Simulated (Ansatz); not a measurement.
This GaN structure is the end of a relaxation. It was relaxed at this level from a cell as deposited in COD.

Theory: Ansatz, DFT PBE, scalar-relativistic, plane waves, PAW. Cutoff 420 eV, Γ-centred mesh, Gaussian smearing, no spin polarisation.

```
Ga N
1.0
     3.21843    0.00000    0.00000
    -1.60921    2.78724    0.00000
     0.00000    0.00000    5.24308
Ga N
2 2
Direct
  0.33333 0.66667 0.99912
  0.66667 0.33333 0.49912
  0.33333 0.66667 0.37588
  0.66667 0.33333 0.87588
```

Energies over the elements count from the elements' standard structures at the same level (N₂ as a molecule), with no fitted energy shifts.

Task: What space group does it have?

Result: P6_3mc (No. 186), the wurtzite type. Conventional cell: a = 3.218 Å, c = 5.243 Å. Ga is surrounded by 4 N at 1.97–1.98 Å; N has 4 Ga at 1.97–1.98 Å.

Task: What is its formation energy per atom?

Result: −0.443 eV/atom. A negative formation energy is needed for stability but isn't enough: competing phases decide.

Task: Is it a metal?

Result: No, the gap on the 12×12×6 mesh is 1.71 eV.

The last run used a 12×12×6 mesh (in the run's order of axes) for its 4-atom cell and Gaussian smearing of 0.02 eV. Kohn–Sham gaps at this level usually fall short of measured ones. A later test with randomly moved atoms came back to the same energy, though modes that don't fit the test's cell weren't probed.
